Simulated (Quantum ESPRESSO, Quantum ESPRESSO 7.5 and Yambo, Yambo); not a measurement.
**RbBr (Fm-3m): one start, several treatments of the self-energy**

Aim: compare treatments of exchange, screening and correlation for the gap of RbBr (Fm-3m).

Main program and level: Quantum ESPRESSO 7.5 and Yambo 5.3.0; PBE and many-body steps on it, plane waves.

This is a report of a sequence of runs, with most program output left out.

The database entry behind the starting cell differs from later determinations by our own check (about 0.5 % short), so it need not match the best structure at ambient conditions.

**1. Set-up**

The structure is cubic, space group Fm-3m (No. 225). The conventional cell has a = 6.854 Å, b = 6.854 Å, c = 6.854 Å, α = 90.00°, β = 90.00°, γ = 90.00°. Nearest to Rb lie 6 Br at 3.43 Å. Nearest to Br lie 6 Rb at 3.43 Å. Farther neighbours and most contacts between anions are not listed.

The cell and positions come from the Crystallography Open Database and are kept as given unless a step says otherwise.

**2. Empty states on the mesh, 4×4×4 mesh, 348 bands**

This step: Quantum ESPRESSO 7.5; DFT, PBE, plane waves, norm-conserving pseudopotentials.

The sums over transitions need many empty states on a uniform mesh; this step solves for them.

The input, pw.in:

```
&control
  calculation = 'nscf'
  prefix = 'x'
  outdir = 'o'
  pseudo_dir = 'pseudo'
/
&system
  ibrav = 0
  nat = 2
  ntyp = 2
  ecutwfc = 76.0
  nbnd = 348
  force_symmorphic = .true.
/
&electrons
  conv_thr = 1e-9
  electron_maxstep = 80
  diago_full_acc = .true.
  diago_thr_init = 5e-6
/
ATOMIC_SPECIES
  Rb 85.468 Rb.upf
  Br 79.904 Br.upf
CELL_PARAMETERS angstrom
  0.0000000000 3.4270000000 3.4270000000
  3.4270000000 0.0000000000 3.4270000000
  3.4270000000 3.4270000000 -0.0000000000
ATOMIC_POSITIONS crystal
  Rb 0.0000000000 0.0000000000 0.0000000000
  Br 0.5000000000 0.5000000000 0.5000000000
K_POINTS automatic
  4 4 4 0 0 0
```

Run with:

```sh
$ OMP_NUM_THREADS=1 mpirun -n 4 pw.x -nk 4 -in pw.in > pw.out
```

Elapsed: 1.7 min, on 4 MPI ranks of Arm Neoverse N1, shared host; peak memory 0.96 GiB; 7 min of CPU time.

This step gave:

```yaml
gap: 4.364 eV
k_of_the_valence_top: 0, 0, 0
k_of_the_conduction_bottom: 0, 0, 0
least_direct_gap: 4.364 eV
k_points_computed: 8
lowest_point_of_the_top_converged_band_above_the_valence_top: 146.0202 eV
```

On this mesh the gap is 4.364 eV.

The density comes from a self-consistent run that is not shown.

**3. Conversion and set-up**

This step: Yambo 5.3.0; conversion and set-up on PBE, plane waves, norm-conserving pseudopotentials.

The states are converted to the many-body program's format and the q mesh is built.

Run with:

```sh
$ (cd o/x.save; p2y > p2y.log; mv SAVE ../..); yambo > setup.log
```

The job ended after 4.7 s (1 MPI rank; peak memory 0.26 GiB).

**4. G0W0, Godby-Needs plasmon pole**

G0W0 replaces the xc potential by the self-energy, built once from these orbitals. Only a window of levels is corrected, while the sums run over the empty bands that the input names.

This step: G0W0 on PBE, plane waves, norm-conserving pseudopotentials.

The input, gw2.in:

```
HF_and_locXC
gw0
dyson
ppa
em1d
rim_cut
RandQpts= 1000000
RandGvec= 1 RL
EXXRLvcs= 76 Ry
VXCRLvcs= 304 Ry
Chimod= "HARTREE"
% BndsRnXp
 1 | 149 |
%
NGsBlkXp= 11.5 Ry
% LongDrXp
 1 | 1 | 1 |
%
% GbndRnge
 1 | 149 |
%
DysSolver= "n"
ExtendOut
PPAPntXp= 27.21138 eV
% QPkrange
 1 | 1 | 12 | 15 |
%
```

Run with:

```sh
$ OMP_NUM_THREADS=1 mpirun -n 4 yambo -F gw2.in -J gw2 -C gw2 > gw2.log
```

Run time: 5.7 min. Hardware: 4 MPI ranks; peak memory 1.9 GiB; 23 min of CPU time.

This step gave:

```yaml
g0w0_gap_on_the_points_computed: 7.531 eV
starting_gap_on_the_mesh: 4.364 eV
k_of_the_valence_top: 0, 0, 0
k_of_the_conduction_bottom: 0, 0, 0
least_direct_g0w0_gap_on_the_computed_points: 7.531 eV
z_at_the_valence_top: 0.8263
z_at_the_conduction_bottom: 0.8767
```

The gap on the mesh goes from 4.36 eV to 7.53 eV, a correction of +3.17 eV.

**5. One-shot COHSEX**

This step: one-shot COHSEX on PBE, plane waves, norm-conserving pseudopotentials.

The input, gw4.in:

```
HF_and_locXC
gw0
dyson
cohsex
em1s
rim_cut
RandQpts= 1000000
RandGvec= 1 RL
EXXRLvcs= 76 Ry
VXCRLvcs= 304 Ry
Chimod= "HARTREE"
% BndsRnXs
 1 | 149 |
%
NGsBlkXs= 11.5 Ry
% LongDrXs
 1 | 1 | 1 |
%
% GbndRnge
 1 | 149 |
%
DysSolver= "n"
ExtendOut
% QPkrange
 1 | 1 | 12 | 15 |
%
```

Run with:

```sh
$ OMP_NUM_THREADS=1 mpirun -n 4 yambo -F gw4.in -J gw4 -C gw4 > gw4.log
```

It took 4.1 min on 4 MPI ranks; peak memory 1.9 GiB; 16 min of CPU time.

This step gave:

| Quantity | Value |
| --- | --- |
| quasiparticle gap on the points computed | 8.824 eV |
| starting gap on the mesh | 4.364 eV |
| k of the valence top | 0, 0, 0 |
| k of the conduction bottom | 0, 0, 0 |
| least direct quasiparticle gap on the computed points | 8.824 eV |
| Z at the valence top | 1 |
| Z at the conduction bottom | 1 |

Against G0W0 in Yambo (4×4×4 mesh, 149 bands, screening to 156.5 eV, Godby-Needs plasmon pole), the gap moves by +1.292 eV.

**6. One-shot Hartree-Fock**

This step: one-shot Hartree-Fock on PBE, plane waves, norm-conserving pseudopotentials.

The input, gw5.in:

```
HF_and_locXC
rim_cut
RandQpts= 1000000
RandGvec= 1 RL
EXXRLvcs= 76 Ry
VXCRLvcs= 304 Ry
% QPkrange
 1 | 1 | 12 | 15 |
%
```

Run with:

```sh
$ OMP_NUM_THREADS=1 mpirun -n 4 yambo -F gw5.in -J gw5 -C gw5 > gw5.log
```

Wall time 11 s (4 MPI ranks); peak memory 1.8 GiB.

This step gave:

```
quasiparticle gap on the mesh                         : 12.85 eV
starting gap on the mesh                              : 4.364 eV
k of the valence top                                  : 0, 0, 0
k of the conduction bottom                            : 0, 0, 0
least direct quasiparticle gap on the computed points : 12.85 eV
```

Against G0W0 in Yambo (4×4×4 mesh, 149 bands, screening to 156.5 eV, Godby-Needs plasmon pole), the gap moves by +5.323 eV.

**7. The runs together**

Times are wall times on 4 MPI ranks of Arm Neoverse N1, shared host, good to a factor of about two.

| run | mesh | bands | screening cutoff (eV) | DFT gap (eV) | gap on the mesh (eV) | direct (eV) | time |
| --- | --- | --- | --- | --- | --- | --- | --- |
| G0W0, Godby-Needs plasmon pole | 4×4×4 | 149 | 156.5 | 4.364 | 7.531 | 7.531 | 5.7 min |
| one-shot COHSEX | 4×4×4 | 149 | 156.5 | 4.364 | 8.824 | 8.824 | 4.1 min |
| one-shot Hartree-Fock | 4×4×4 | - | - | 4.364 | 12.855 | 12.855 | 11 s |

**8. Summary of results**

```
G0W0, Godby-Needs plasmon pole : 7.531 eV
one-shot COHSEX                : 8.824 eV
one-shot Hartree-Fock          : 12.855 eV
known limits                   : not at the basis limit; no spin-orbit coupling
```

**Reading.** One-shot COHSEX: +1.292 eV against G0W0, Godby-Needs plasmon pole. One-shot Hartree-Fock: +5.323 eV against G0W0, Godby-Needs plasmon pole. Bare exchange alone opens the gap to 12.85 eV; against G0W0, correlation takes back 5.32 eV. Static COHSEX lies above G0W0: it lacks the factor Z and overstates the Coulomb hole of the filled states. Bands and cutoff are finite, so the gap is not at the basis limit. The miss can reach some tenths of an eV and take either sign; the mesh is an error of its own. The many-body steps are scalar-relativistic: spin-orbit coupling is not in them.

[Paths, hosts, dates, memory and timing lines, banners, echoed tables and standing remarks are left out of the program output.]

[Logs are printed without paths, hosts, clocks, repeated set-up lines and the standing remarks that a program may print on its own settings, such as how far it seeks lower states.]

[Runs of the session that timed out or met a known fault of the program may be left out.]

[Hosts, paths, dates, database ids (printed as entryN), source tags and the programs' standing remarks are cut or masked in the printed files.]
